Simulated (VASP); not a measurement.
# SnTe (Fm-3m) in VASP: band structure with PBE

Aim: the band structure of SnTe with PBE.

Program: VASP 6.6.1. These are calculated values, not measurements. Logs are shortened: lines on timing, memory, paths and dates and some standing lists are left out, and cuts for length are marked.

**What was measured.**

From a printed reference work, textbook, for a bulk crystal of SnTe at 300 K: band gap 0.18 eV (direct).

How close the calculation comes is told below.

## (1) The structure

The structure is cubic, space group Fm-3m (No. 225). Conventional cell: a = 6.412 Å, b = 6.412 Å, c = 6.412 Å, α = 90.00°, β = 90.00°, γ = 90.00°. Sn (site symmetry m-3m) has 6 Te at 3.21 Å as nearest neighbours. Around Te (site symmetry m-3m) lie 6 Sn at 3.21 Å.

## (2) Band structure, PBE

File INCAR:

```
  PREC = Accurate
  ENCUT = 520
  EDIFF = 1E-7
  ISMEAR = 0
  SIGMA = 0.02
  LREAL = False
  LASPH = True
  NELM = 60
  ALGO = Normal
  ISIF = 2
  LWAVE = False
  LCHARG = False
  GGA = PE
  NBANDS = 17
```

File KPOINTS:

```
regular mesh
0
Gamma
  8 8 8
```

File POSCAR:

```
SnTe                                    
1.0
    0.0000000000      3.2057536113      3.2057536113
    3.2057536113      0.0000000000      3.2057536113
    3.2057536113      3.2057536113      0.0000000000
  Sn              Te            
     1     1
Direct
     0.0000000000000000    0.0000000000000000    0.0000000000000000
     0.5000000000000000    0.5000000000000000    0.5000000000000000
```

File KPOINTS_OPT:

```
path GXWKGLUWLK,UX
15
line-mode
reciprocal
 0.0000000000  0.0000000000  0.0000000000  G
 0.5000000000  0.0000000000  0.5000000000  X

 0.5000000000  0.0000000000  0.5000000000  X
 0.5000000000  0.2500000000  0.7500000000  W

 0.5000000000  0.2500000000  0.7500000000  W
 0.3750000000  0.3750000000  0.7500000000  K

 0.3750000000  0.3750000000  0.7500000000  K
 0.0000000000  0.0000000000  0.0000000000  G

 0.0000000000  0.0000000000  0.0000000000  G
 0.5000000000  0.5000000000  0.5000000000  L

 0.5000000000  0.5000000000  0.5000000000  L
 0.6250000000  0.2500000000  0.6250000000  U

 0.6250000000  0.2500000000  0.6250000000  U
 0.5000000000  0.2500000000  0.7500000000  W

 0.5000000000  0.2500000000  0.7500000000  W
 0.5000000000  0.5000000000  0.5000000000  L

 0.5000000000  0.5000000000  0.5000000000  L
 0.3750000000  0.3750000000  0.7500000000  K

 0.6250000000  0.2500000000  0.6250000000  U
 0.5000000000  0.0000000000  0.5000000000  X
```

Potentials or basis: VASP PAW PBE potentials, release 64 (Sn_d, Te).

On the command line:

```sh
cat potpaw_PBE.64/Sn_d/POTCAR potpaw_PBE.64/Te/POTCAR > POTCAR
mpirun -np 1 vasp_std > vasp.out
```

OUTCAR:

```text
PREC = Accurate
   ENCUT = 520
   EDIFF = 1E-7
   ISMEAR = 0
   LREAL = False
   LASPH = True
   NELM = 60
   ISIF = 2
   GGA = PE

 ion  position               nearest neighbor table
   1  0.000  0.000  0.000-   2 3.21   2 3.21   2 3.21   2 3.21   2 3.21   2 3.21
   2  0.500  0.500  0.500-   1 3.21   1 3.21   1 3.21   1 3.21   1 3.21   1 3.21

  LATTYP: Found a face centered cubic cell.
 ALAT       =     6.4115072226

  Lattice vectors:

 A1 = (   0.0000000000,   3.2057536113,   3.2057536113)
 A2 = (   3.2057536113,   0.0000000000,   3.2057536113)
 A3 = (   3.2057536113,   3.2057536113,   0.0000000000)

Analysis of symmetry for initial positions (statically):
=====================================================================
 Subroutine PRICEL returns:
 Original cell was already a primitive cell.

 Routine SETGRP: Setting up the symmetry group for a
 face centered cubic supercell.

 Subroutine GETGRP returns: Found 48 space group operations
 (whereof 48 operations were pure point group operations)
 out of a pool of 48 trial point group operations.

The static configuration has the point symmetry O_h .

Analysis of symmetry for dynamics (positions and initial velocities):
=====================================================================
 Subroutine PRICEL returns:
 Original cell was already a primitive cell.

 Routine SETGRP: Setting up the symmetry group for a
 face centered cubic supercell.

 Subroutine GETGRP returns: Found 48 space group operations
 (whereof 48 operations were pure point group operations)
 out of a pool of 48 trial point group operations.

The dynamic configuration has the point symmetry O_h .

 Subroutine INISYM returns: Found 48 space group operations
 (whereof 48 operations are pure point group operations),
 and found     1 'primitive' translations

----------------------------------------------------------------------------------------

                                     Primitive cell

  volume of cell :      65.8901

  direct lattice vectors                    reciprocal lattice vectors
     0.000000000  3.205753611  3.205753611    -0.155969566  0.155969566  0.155969566
     3.205753611  0.000000000  3.205753611     0.155969566 -0.155969566  0.155969566
     3.205753611  3.205753611  0.000000000     0.155969566  0.155969566 -0.155969566

  length of vectors
     4.533620235  4.533620235  4.533620235     0.270147213  0.270147213  0.270147213

  position of ions in fractional coordinates (direct lattice)
     0.000000000  0.000000000  0.000000000
     0.500000000  0.500000000  0.500000000

  ion indices of the primitive-cell ions
   primitive index   ion index
                 1           1
                 2           2

----------------------------------------------------------------------------------------

 KPOINTS: regular mesh

Automatic generation of k-mesh.
 Grid dimensions read from file:
 generate k-points for:    8    8    8

 Generating k-lattice:

  Cartesian coordinates                     Fractional coordinates (reciprocal lattice)
    -0.019496196  0.019496196  0.019496196     0.125000000  0.000000000  0.000000000
     0.019496196 -0.019496196  0.019496196     0.000000000  0.125000000  0.000000000
     0.019496196  0.019496196 -0.019496196     0.000000000  0.000000000  0.125000000

  Length of vectors
     0.033768402  0.033768402  0.033768402

  Shift w.r.t. Gamma in fractional coordinates (k-lattice)
     0.000000000  0.000000000  0.000000000

 Subroutine IBZKPT returns following result:
 ===========================================

 Found     29 irreducible k-points:

 Following reciprocal coordinates:
            Coordinates               Weight
  0.000000  0.000000  0.000000      1.000000
  0.125000  0.000000  0.000000      8.000000
  0.250000  0.000000  0.000000      8.000000
  0.375000  0.000000  0.000000      8.000000
  0.500000  0.000000  0.000000      4.000000
  0.125000  0.125000  0.000000      6.000000
[... 16 lines left out ...]
  0.500000  0.250000  0.125000     48.000000
 -0.375000  0.250000  0.125000     24.000000
 [... further k-points ...]
   k-points           NKPTS =     29   k-points in BZ     NKDIM =     29   number of bands    NBANDS=     17
   number of dos      NEDOS =    301   number of ions     NIONS =      2
   total plane-waves  NPLWV =  46656
   dimension x,y,z NGX =    36 NGY =   36 NGZ =   36
   dimension x,y,z NGXF=    72 NGYF=   72 NGZF=   72
   ions per type =               1   1
   NGX,Y,Z   is equivalent  to a cutoff of  13.20, 13.20, 13.20 a.u.
   NGXF,Y,Z  is equivalent  to a cutoff of  26.40, 26.40, 26.40 a.u.
 SYSTEM =  unknown system
   PREC   = accura    normal or accurate (medium, high low for compatibility)
   ISTART =      0    job   : 0-new  1-cont  2-samecut
   ICHARG =      2    charge: 1-file 2-atom 10-const
   ISPIN  =      1    spin polarized calculation?
   LNONCOLLINEAR =      F non collinear calculations
   LSORBIT =      F    spin-orbit coupling
   LASPH  =      T    aspherical Exc in radial PAW
   ENCUT  =  520.0 eV  38.22 Ry    6.18 a.u.   8.43  8.43  8.43*2*pi/ulx,y,z
   NELM   =     60;   NELMIN=  2; NELMDL= -5     # of ELM steps
   EDIFF  = 0.1E-06   stopping-criterion for ELM
   LREAL  =      F    real-space projection
   EDIFFG = 0.1E-05   stopping-criterion for IOM
   NSW    =      0    number of steps for IOM
   IBRION =     -1    ionic relax: 0-MD 1-quasi-New 2-CG
   NFREE  =      0    steps in history (QN), initial steepest desc. (CG)
   ISIF   =      2    stress and relaxation
   ISYM   =      2    0-nonsym 1-usesym 2-fastsym
   POTIM  = 0.5000    time-step for ionic-motion
   TEBEG  =    0.0;   TEEND  =   0.0 temperature during run
   PSTRESS=    0.0 pullay stress
   NELECT =      20.0000    total number of electrons
   NUPDOWN=      -1.0000    fix difference up-down
   EMIN   =  10.00;   EMAX   =-10.00  energy-range for DOS
   EFERMI =   0.00;   METHOD = LEGACY
   ISMEAR =     0;   SIGMA  =   0.02  broadening in eV -4-tet -1-fermi 0-gaus
   EFERMI_NEDOS =   21; number of points for ismear=-14 and -15
   IALGO  =     38    algorithm
   IMIX   =      4    mixing-type and parameters
     AMIX     =   0.40;   BMIX     =  1.00
     AMIX_MAG =   1.60;   BMIX_MAG =  1.00
  volume/ion in A,a.u.               =      32.95       222.32
  Fermi-wavevector in a.u.,A,eV,Ry     =   1.100216  2.079107 16.469521  1.210476
  Thomas-Fermi vector in A             =   2.236624
   LORBIT       =      0    0 simple, 1 ext, 2 COOP (PROOUT), +10 PAW based schemes
   GGA     = PE    functional components
   LHFCALC =     F    Hartree Fock is set to
   AEXX    =    0.0000 exact exchange contribution
   IVDW    =     0    specifies the selected vdW correction
   LEPSILON=     F    determine dielectric tensor
   LRPA    =     F    only Hartree local field effects (RPA)
 non-spin polarized calculation
 Gauss-broadening in eV      SIGMA  =   0.02
  energy-cutoff  :      520.00
  volume of cell :       65.89
 maximum number of plane-waves:      1807
 NGX is ok and might be reduce to    36
   NGX = 17   NGY = 17   NGZ = 17

 number of electron      20.0000005 magnetization

 Free energy of the ion-electron system (eV)
  ---------------------------------------------------
  ext. energy  EPLUGINS =         0.00000000
  ---------------------------------------------------
  free energy    TOTEN  =        -7.56375892 eV

  energy without entropy =       -7.56372834  energy(sigma->0) =       -7.56374363

 E-fermi :   6.3424     XC(G=0):  -9.2627

 val. band max:        6.3158979144   @ k =   0.5000   0.0000   0.0000
 cond. band min:       6.3688413578   @ k =   0.5000   0.0000   0.0000
 fundamental gap:      0.0529434434
 Fermi energy:         6.3423696359

 k-point     1 :       0.0000    0.0000    0.0000
  band No.  band energies     occupation
      1     -15.5659      2.00000
      2     -15.5659      2.00000
      3     -15.5629      2.00000
      4     -15.5629      2.00000
      5     -15.5629      2.00000
      6      -6.1044      2.00000
[... 9 lines left out ...]
     16      11.1678      0.00000
     17      13.1462      0.00000

 k-point     2 :       0.1250    0.0000    0.0000
  band No.  band energies     occupation
      1     -15.5664      2.00000
      2     -15.5664      2.00000
      3     -15.5627      2.00000
      4     -15.5622      2.00000
      5     -15.5622      2.00000
      6      -5.9831      2.00000
[... 9 lines left out ...]
     16      11.4745      0.00000
     17      14.0458      0.00000

 k-point     3 :       0.2500    0.0000    0.0000
  band No.  band energies     occupation
      1     -15.5678      2.00000
      2     -15.5678      2.00000
      3     -15.5622      2.00000
      4     -15.5602      2.00000
      5     -15.5602      2.00000
      6      -5.6441      2.00000
[... 9 lines left out ...]
     16      12.3283      0.00000
     17      15.9449      0.00000

 k-point     4 :       0.3750    0.0000    0.0000
  band No.  band energies     occupation
      1     -15.5693      2.00000
      2     -15.5693      2.00000
      3     -15.5617      2.00000
      4     -15.5581      2.00000
      5     -15.5581      2.00000
      6      -5.1968      2.00000
[... 9 lines left out ...]
     16      13.6564      0.00000
     17      16.3557      0.00000
[... 343 lines left out ...]
      1     -15.5710      2.00000
      2     -15.5659      2.00000
      3     -15.5631      2.00000
      4     -15.5588      2.00000
      5     -15.5583      2.00000
      6      -5.3739      2.00000
[... 9 lines left out ...]
     16      14.2932      0.00000
     17      14.5354      0.00000

 k-point    23 :       0.5000    0.2500    0.1250
  band No.  band energies     occupation
      1     -15.5720      2.00000
      2     -15.5671      2.00000
      3     -15.5617      2.00000
      4     -15.5582      2.00000
      5     -15.5570      2.00000
      6      -4.9906      2.00000
[... 9 lines left out ...]
     16      14.5092      0.00000
     17      15.7351      0.00000

 k-point    24 :      -0.3750    0.2500    0.1250
  band No.  band energies     occupation
      1     -15.5723      2.00000
      2     -15.5677      2.00000
      3     -15.5604      2.00000
      4     -15.5588      2.00000
      5     -15.5563      2.00000
      6      -4.7923      2.00000
[... 9 lines left out ...]
     16      15.6271      0.00000
     17      15.7196      0.00000

 [... further k-points ...]
[... 5 lines left out ...]
  --------------------------------------------------------------------------------------
  -------------------------------------------------------------------------------------
  Total        0.0001161      0.0001161      0.0001161     -0.0000000      0.0000000      0.0000000
  in kB        0.0028229      0.0028229      0.0028229     -0.0000000      0.0000000      0.0000000
  external PRESSURE =       0.0028229 kB  Pullay stress =       0.0000000 kB

 VOLUME and BASIS-vectors are now :
 -----------------------------------------------------------------------------
  energy-cutoff  :      520.00
  volume of cell :       65.89
      direct lattice vectors                 reciprocal lattice vectors
     0.000000000  3.205753611  3.205753611    -0.155969566  0.155969566  0.155969566
     3.205753611  0.000000000  3.205753611     0.155969566 -0.155969566  0.155969566
     3.205753611  3.205753611  0.000000000     0.155969566  0.155969566 -0.155969566

 POSITION                                       TOTAL-FORCE (eV/Angst)
 -----------------------------------------------------------------------------------
      0.00000      0.00000      0.00000         0.000000      0.000000      0.000000
      3.20575      3.20575      3.20575        -0.000000      0.000000     -0.000000
 -----------------------------------------------------------------------------------
    total drift:                               -0.000000      0.000000      0.000000

  FREE ENERGIE OF THE ION-ELECTRON SYSTEM (eV)
  ---------------------------------------------------
  free  energy   TOTEN  =        -7.5637589193 eV

  energy  without entropy=       -7.5637283389  energy(sigma->0) =       -7.56374363
```

Wall time 52 s (1 thread of Intel Xeon 6975P-C (Granite Rapids), shared host); peak memory 0.24 GiB.

What came out:

* Free energy: -7.5638 eV
* Pressure: 0.0 GPa
* Band gap on the k mesh: 0.05 eV, direct
* Band gap along the path: 0.05 eV, direct

Levels at the corners of the path, in eV from the valence-band top:
| point | band 6 | band 7 | band 8 | band 9 | band 10 | band 11 | band 12 | band 13 | band 14 | band 15 |
| --- | --- | --- | --- | --- | --- | --- | --- | --- | --- | --- |
| Γ | -12.42 | -4.87 | -2.00 | -2.00 | -2.00 | 3.25 | 3.25 | 3.25 | 4.85 | 4.85 |
| X | -11.01 | -6.43 | -5.21 | -3.49 | -3.49 | 2.39 | 4.68 | 4.68 | 6.02 | 8.87 |
| X | -11.01 | -6.43 | -5.21 | -3.49 | -3.49 | 2.39 | 4.68 | 4.68 | 6.02 | 8.87 |
| W | -10.93 | -7.20 | -4.50 | -4.50 | -0.81 | 0.86 | 4.59 | 4.59 | 5.88 | 5.88 |
| W | -10.93 | -7.20 | -4.50 | -4.50 | -0.81 | 0.86 | 4.59 | 4.59 | 5.88 | 5.88 |
| K | -10.98 | -7.24 | -4.83 | -3.02 | -2.58 | 2.92 | 3.00 | 4.23 | 5.30 | 7.98 |
| K | -10.98 | -7.24 | -4.83 | -3.02 | -2.58 | 2.92 | 3.00 | 4.23 | 5.30 | 7.98 |
| Γ | -12.42 | -4.87 | -2.00 | -2.00 | -2.00 | 3.25 | 3.25 | 3.25 | 4.85 | 4.85 |
| Γ | -12.42 | -4.87 | -2.00 | -2.00 | -2.00 | 3.25 | 3.25 | 3.25 | 4.85 | 4.85 |
| L | -11.27 | -8.06 | -1.67 | -1.67 | 0.00 | 0.05 | 0.45 | 0.45 | 7.67 | 8.59 |
| L | -11.27 | -8.06 | -1.67 | -1.67 | 0.00 | 0.05 | 0.45 | 0.45 | 7.67 | 8.59 |
| U | -10.98 | -7.24 | -4.83 | -3.02 | -2.58 | 2.92 | 3.00 | 4.23 | 5.30 | 7.98 |
| U | -10.98 | -7.24 | -4.83 | -3.02 | -2.58 | 2.92 | 3.00 | 4.23 | 5.30 | 7.98 |
| W | -10.93 | -7.20 | -4.50 | -4.50 | -0.81 | 0.86 | 4.59 | 4.59 | 5.88 | 5.88 |
| W | -10.93 | -7.20 | -4.50 | -4.50 | -0.81 | 0.86 | 4.59 | 4.59 | 5.88 | 5.88 |
| L | -11.27 | -8.06 | -1.67 | -1.67 | 0.00 | 0.05 | 0.45 | 0.45 | 7.67 | 8.59 |
| L | -11.27 | -8.06 | -1.67 | -1.67 | 0.00 | 0.05 | 0.45 | 0.45 | 7.67 | 8.59 |
| K | -10.98 | -7.24 | -4.83 | -3.02 | -2.58 | 2.92 | 3.00 | 4.23 | 5.30 | 7.98 |
| U | -10.98 | -7.24 | -4.83 | -3.02 | -2.58 | 2.92 | 3.00 | 4.23 | 5.30 | 7.98 |
| X | -11.01 | -6.43 | -5.21 | -3.49 | -3.49 | 2.39 | 4.68 | 4.68 | 6.02 | 8.87 |

Caveat: spin-orbit coupling is left out, which moves the levels of the heavy elements.

## (3) How close it comes

Step 2. Against the measured gap of SnTe, 0.18 eV (direct; 300 K; a printed reference work, textbook), the calculated 0.05 eV is off by -0.13 eV. Spin-orbit coupling on Sn, Te is left out. The value is that of PBE, without temperature or zero-point motion. Semilocal functionals fall short of measured gaps as a rule.
